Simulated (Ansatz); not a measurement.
Method: DFT r2SCAN, scalar-relativistic, plane waves, PAW (Ansatz 0.2.0).

Structure of HfSi2:

```xyz
6
Lattice="1.8281 -7.2938 0.0000 1.8281 7.2938 0.0000 0.0000 0.0000 3.6423" Properties=species:S:1:pos:R:3 pbc="T T T"
Hf    1.8281   -5.7513    0.9106
Hf    1.8281    5.7513    2.7317
Si    1.8281   -0.7750    0.9106
Si    1.8281    0.7750    2.7317
Si    1.8281    3.6431    0.9106
Si    1.8281   -3.6431    2.7317
```

Settings: cutoff 500 eV, Γ-centred mesh 10×10×10 on the computed 6-atom cell, Gaussian smearing of 0.10 eV; no spin polarisation.

Levels along Γ–Y–C0 | Σ0–Γ–Z–A0 | E0–T–Y | Γ–S–R–Z–T, in eV from the Fermi level, sorted by energy at each point. Points in fractions of the primitive reciprocal vectors: Γ (0.000 0.000 0.000), Y (-0.500 0.500 0.000), C0 (-0.266 0.734 0.000), Σ0 (0.266 0.266 0.000), Z (0.000 0.000 0.500), A0 (0.266 0.266 0.500), E0 (-0.266 0.734 0.500), T (-0.500 0.500 0.500), S (0.000 0.500 0.000), R (0.000 0.500 0.500).
| point | k (1/Å, with 2π) | band 32 | band 33 | band 34 | band 35 | band 36 | band 37 | band 38 |
| --- | --- | --- | --- | --- | --- | --- | --- | --- |
| Γ | 0.000 | -2.81 | -2.68 | 0.00 | 1.32 | 1.41 | 1.73 | 2.00 |
| - | 0.061 | -2.71 | -2.61 | 0.00 | 1.36 | 1.40 | 1.73 | 2.01 |
| - | 0.123 | -2.69 | -2.29 | -0.02 | 1.38 | 1.50 | 1.72 | 1.99 |
| - | 0.185 | -2.60 | -2.02 | -0.01 | 1.36 | 1.71 | 1.76 | 1.82 |
| - | 0.246 | -2.50 | -1.84 | 0.07 | 1.33 | 1.67 | 1.69 | 2.11 |
| - | 0.308 | -2.43 | -1.76 | 0.23 | 1.31 | 1.54 | 1.67 | 2.14 |
| - | 0.369 | -2.38 | -1.73 | 0.41 | 1.30 | 1.45 | 1.66 | 2.16 |
| Y | 0.431 | -2.36 | -1.73 | 0.50 | 1.29 | 1.42 | 1.65 | 2.10 |
| - | 0.546 | -2.38 | -1.38 | 0.72 | 0.92 | 0.96 | 1.58 | 2.03 |
| - | 0.661 | -2.23 | -0.74 | 0.20 | 0.59 | 0.92 | 1.28 | 1.53 |
| - | 0.776 | -2.00 | -0.43 | -0.06 | 0.35 | 0.37 | 0.99 | 1.98 |
| - | 0.891 | -1.73 | -0.89 | -0.06 | 0.21 | 0.63 | 0.69 | 2.17 |
| - | 1.006 | -1.44 | -1.25 | -0.31 | 0.08 | 0.72 | 1.26 | 1.72 |
| - | 1.121 | -1.56 | -1.17 | -0.36 | -0.22 | 0.91 | 1.30 | 1.53 |
| C0 | 1.236 | -1.75 | -1.03 | -0.72 | -0.17 | 0.95 | 1.06 | 1.63 |
| Σ0 | 1.236 | -1.75 | -1.03 | -0.72 | -0.17 | 0.95 | 1.06 | 1.63 |
| - | 1.367 | -1.51 | -1.34 | -1.16 | 0.26 | 0.69 | 1.20 | 1.86 |
| - | 1.497 | -1.92 | -1.46 | -1.20 | 0.40 | 0.80 | 1.42 | 1.69 |
| - | 1.627 | -2.40 | -1.71 | -0.78 | 0.35 | 1.08 | 1.29 | 1.85 |
| - | 1.758 | -2.49 | -1.85 | -0.21 | 0.52 | 1.07 | 1.59 | 1.66 |
| - | 1.888 | -2.43 | -2.01 | 0.48 | 0.49 | 1.51 | 1.58 | 1.72 |
| - | 2.019 | -2.58 | -2.30 | 0.23 | 1.31 | 1.43 | 1.55 | 1.76 |
| Γ | 2.149 | -2.81 | -2.68 | 0.00 | 1.32 | 1.41 | 1.73 | 2.00 |
| - | 2.272 | -2.67 | -2.35 | 0.28 | 0.95 | 1.32 | 1.55 | 1.62 |
| - | 2.396 | -2.56 | -1.72 | 0.27 | 0.70 | 0.86 | 1.11 | 1.89 |
| - | 2.519 | -2.45 | -1.11 | -0.31 | 0.17 | 0.82 | 1.50 | 1.53 |
| - | 2.642 | -2.37 | -0.69 | -0.52 | -0.21 | 0.69 | 1.57 | 2.11 |
| - | 2.765 | -2.24 | -0.79 | -0.40 | 0.02 | 0.64 | 1.70 | 2.05 |
| - | 2.889 | -2.12 | -0.56 | -0.33 | 0.22 | 0.38 | 1.47 | 1.99 |
| Z | 3.012 | -2.13 | -0.12 | -0.12 | -0.03 | -0.03 | 1.70 | 1.70 |
| - | 3.142 | -2.22 | -0.75 | -0.75 | 0.21 | 0.21 | 1.80 | 1.80 |
| - | 3.273 | -2.66 | -1.39 | -1.39 | 0.16 | 0.16 | 2.44 | 2.44 |
| - | 3.403 | -3.38 | -1.89 | -1.89 | 0.35 | 0.35 | 3.22 | 3.22 |
| - | 3.534 | -3.74 | -2.27 | -2.27 | 0.81 | 0.81 | 3.68 | 3.68 |
| - | 3.664 | -3.88 | -2.51 | -2.51 | 1.46 | 1.46 | 3.46 | 3.46 |
| - | 3.795 | -3.91 | -2.61 | -2.61 | 1.97 | 1.97 | 3.10 | 3.10 |
| A0 | 3.925 | -3.87 | -2.65 | -2.65 | 1.75 | 1.75 | 3.36 | 3.36 |
| E0 | 3.925 | -3.87 | -2.65 | -2.65 | 1.75 | 1.75 | 3.36 | 3.36 |
| - | 4.040 | -3.79 | -2.74 | -2.74 | 1.54 | 1.54 | 3.22 | 3.22 |
| - | 4.155 | -3.62 | -2.94 | -2.94 | 1.60 | 1.60 | 2.96 | 2.96 |
| - | 4.270 | -3.41 | -3.09 | -3.09 | 1.88 | 1.88 | 2.51 | 2.51 |
| - | 4.385 | -3.40 | -2.74 | -2.74 | 1.92 | 1.92 | 2.26 | 2.26 |
| - | 4.500 | -3.05 | -2.17 | -2.17 | 1.24 | 1.24 | 2.63 | 2.63 |
| - | 4.615 | -2.63 | -1.49 | -1.49 | 0.53 | 0.53 | 2.75 | 2.75 |
| T | 4.730 | -2.46 | -1.05 | -1.05 | 0.07 | 0.07 | 2.62 | 2.62 |
| - | 4.854 | -2.23 | -1.64 | -0.50 | -0.41 | 0.73 | 2.46 | 2.54 |
| - | 4.977 | -2.15 | -1.87 | -0.95 | 0.22 | 1.40 | 2.01 | 2.02 |
| - | 5.100 | -2.20 | -1.39 | -1.15 | 0.77 | 1.36 | 1.40 | 2.19 |
| - | 5.223 | -1.96 | -1.09 | -0.79 | 0.97 | 1.08 | 1.15 | 2.17 |
| - | 5.346 | -2.06 | -1.12 | -0.07 | 0.72 | 1.16 | 1.36 | 2.13 |
| - | 5.470 | -2.37 | -1.45 | 0.57 | 0.72 | 1.44 | 1.45 | 2.15 |
| Y | 5.593 | -2.36 | -1.73 | 0.50 | 1.29 | 1.42 | 1.65 | 2.10 |
| Γ | 5.593 | -2.81 | -2.68 | 0.00 | 1.32 | 1.41 | 1.73 | 2.00 |
| - | 5.719 | -2.55 | -2.32 | 0.20 | 1.35 | 1.42 | 1.53 | 1.77 |
| - | 5.846 | -2.29 | -2.02 | 0.46 | 0.59 | 1.37 | 1.61 | 1.76 |
| - | 5.973 | -2.12 | -1.86 | -0.07 | 0.60 | 1.01 | 1.23 | 1.75 |
| - | 6.099 | -1.97 | -1.80 | -0.58 | 0.47 | 0.99 | 1.00 | 2.01 |
| - | 6.226 | -2.04 | -1.49 | -0.91 | 0.44 | 0.59 | 1.44 | 1.86 |
| - | 6.352 | -1.80 | -1.12 | -0.93 | 0.04 | 0.64 | 1.29 | 2.06 |
| S | 6.479 | -1.72 | -0.94 | -0.60 | -0.47 | 0.90 | 0.91 | 2.17 |
| - | 6.602 | -2.05 | -1.58 | -0.74 | -0.12 | 1.06 | 1.19 | 2.19 |
| - | 6.725 | -2.48 | -2.29 | -1.31 | 0.37 | 1.20 | 1.80 | 2.55 |
| - | 6.848 | -3.19 | -2.37 | -1.90 | 0.85 | 1.24 | 2.28 | 3.09 |
| - | 6.971 | -3.46 | -2.44 | -2.40 | 1.34 | 1.37 | 2.47 | 3.05 |
| - | 7.095 | -3.60 | -2.72 | -2.51 | 1.70 | 1.77 | 2.64 | 2.64 |
| - | 7.218 | -3.69 | -2.74 | -2.57 | 1.99 | 2.16 | 2.40 | 3.04 |
| R | 7.341 | -3.88 | -2.64 | -2.64 | 2.09 | 2.09 | 3.02 | 3.02 |
| - | 7.468 | -3.88 | -2.64 | -2.64 | 1.97 | 1.97 | 2.80 | 2.80 |
| - | 7.594 | -3.82 | -2.57 | -2.57 | 1.45 | 1.45 | 3.04 | 3.04 |
| - | 7.721 | -3.63 | -2.36 | -2.36 | 0.91 | 0.91 | 3.30 | 3.30 |
| - | 7.847 | -3.21 | -1.99 | -1.99 | 0.50 | 0.50 | 2.99 | 2.99 |
| - | 7.974 | -2.58 | -1.44 | -1.44 | 0.28 | 0.28 | 2.33 | 2.33 |
| - | 8.101 | -2.21 | -0.73 | -0.73 | 0.23 | 0.23 | 1.79 | 1.79 |
| Z | 8.227 | -2.13 | -0.12 | -0.12 | -0.03 | -0.03 | 1.70 | 1.70 |
| - | 8.289 | -2.18 | -0.18 | -0.18 | -0.03 | -0.03 | 1.78 | 1.78 |
| - | 8.350 | -2.33 | -0.34 | -0.34 | -0.01 | -0.01 | 2.01 | 2.01 |
| - | 8.412 | -2.56 | -0.54 | -0.54 | 0.01 | 0.01 | 2.31 | 2.31 |
| - | 8.473 | -2.58 | -0.73 | -0.73 | 0.03 | 0.03 | 2.63 | 2.63 |
| - | 8.535 | -2.52 | -0.90 | -0.90 | 0.05 | 0.05 | 2.63 | 2.63 |
| - | 8.596 | -2.48 | -1.01 | -1.01 | 0.07 | 0.07 | 2.62 | 2.62 |
| T | 8.658 | -2.46 | -1.05 | -1.05 | 0.07 | 0.07 | 2.62 | 2.62 |

Spin-orbit coupling is left out, which matters for the bands of heavy elements.